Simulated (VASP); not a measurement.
TiSi2: relaxation of cell and atoms with LDA

The system is TiSi2.

```
CELL_PARAMETERS angstrom
0.00000 4.11752 4.26290
2.38951 0.00000 4.26290
2.38951 4.11752 0.00000
ATOMIC_POSITIONS crystal
Ti 0.75000 0.75000 0.75000
Ti 0.50000 0.50000 0.50000
Si 0.41257 0.08743 0.41257
Si 0.08743 0.41257 0.08743
Si 0.16257 0.83743 0.16257
Si 0.83743 0.16257 0.83743
```

The cell is a database's computed one.

```json
{
 "Program": "VASP 6.6.1",
 "Task": "relaxation of cell and atoms",
 "Functional": "LDA",
 "Potentials or basis": "VASP PAW LDA potentials, release 64 (Ti_sv, Si)",
 "Cutoff": "600 eV",
 "k mesh": "5 × 5 × 5",
 "Occupations": "fermi-dirac, width 0.05 eV",
 "Spin": "no spin polarisation",
 "Target pressure": "20 GPa",
 "Further INCAR settings": "ALGO = Normal; EDIFF = 1e-06; IBRION = 2; EDIFFG = -0.02; NSW = 60; ISIF = 3"
}
```

```json
{
 "Relaxed volume": "12.19 Å³/atom",
 "Relaxed cell": "a = 5.673 Å, b = 4.711 Å, c = 4.512 Å, α = 75.88°, β = 53.65°, γ = 50.48°",
 "Space group after relaxing (to 0.05 Å)": "Fddd (No. 70)",
 "Energy change on relaxing (the enthalpy is what falls)": "+66.7 meV/atom",
 "Ionic steps": "11",
 "Pressure after relaxing": "19.9 GPa",
 "Largest force after relaxing": "0.017 eV/Å",
 "Band gap on the k mesh": "none (metal or under the smearing width)"
}
```

Forces on the atoms (eV/Å):
```
Ti   0.000  0.000  0.000
Ti   0.000  0.000  0.000
Si   0.000  0.017  0.000
Si   0.000 -0.017  0.000
Si   0.000  0.017  0.000
Si   0.000 -0.017  0.000
```

Stress tensor (GPa, compression positive):
```
20.00  0.00  0.00
 0.00 19.80  0.00
 0.00  0.00 19.91
```

The path:
| step | energy change (eV) | largest force (eV/Å) | pressure (GPa) | volume (Å³) |
| --- | --- | --- | --- | --- |
| 1 | 0.0000 | 0.0103 | -4.89 | 83.88 |
| 2 | 4.4463 | 0.3803 | 88.69 | 60.18 |
| 3 | 0.3391 | 0.1049 | 18.35 | 73.87 |
| 4 | 0.3914 | 0.1108 | 19.75 | 73.43 |
| 5 | 0.4163 | 0.1134 | 20.42 | 73.23 |
| 6 | 0.4426 | 0.0329 | 20.63 | 72.89 |
| 7 | 0.4214 | 0.0600 | 20.49 | 73.01 |
| 8 | 0.4220 | 0.0589 | 20.49 | 73.00 |
| 9 | 0.3811 | 0.0276 | 19.42 | 73.33 |
| 10 | 0.3957 | 0.0387 | 19.79 | 73.21 |
| 11 | 0.4003 | 0.0169 | 19.90 | 73.17 |

Final structure:
```
Ti Si
1.0
     0.00000    3.89512    4.12409
     2.27741    0.00000    4.12409
     2.27741    3.89512    0.00000
Ti Si
2 4
Direct
  0.75000 0.75000 0.75000
  0.50000 0.50000 0.50000
  0.41347 0.08653 0.41347
  0.08653 0.41347 0.08653
  0.16347 0.83653 0.16347
  0.83653 0.16347 0.83653
```

Levels at points of the mesh, in eV from the Fermi level:
```tsv
k point	band 18	band 19	band 20	band 21	band 22	band 23
(0.00, 0.00, 0.00)	-1.83	-1.62	-1.21	-1.02	2.41	3.74
```

Run time: 14 min on 1 thread of AMD EPYC 7R43 64-Core Processor (Zen 3), with other jobs on the host, peak memory 0.22 GiB.

Caveat: the cell is relaxed towards a set pressure, so the enthalpy falls and the energy may rise.
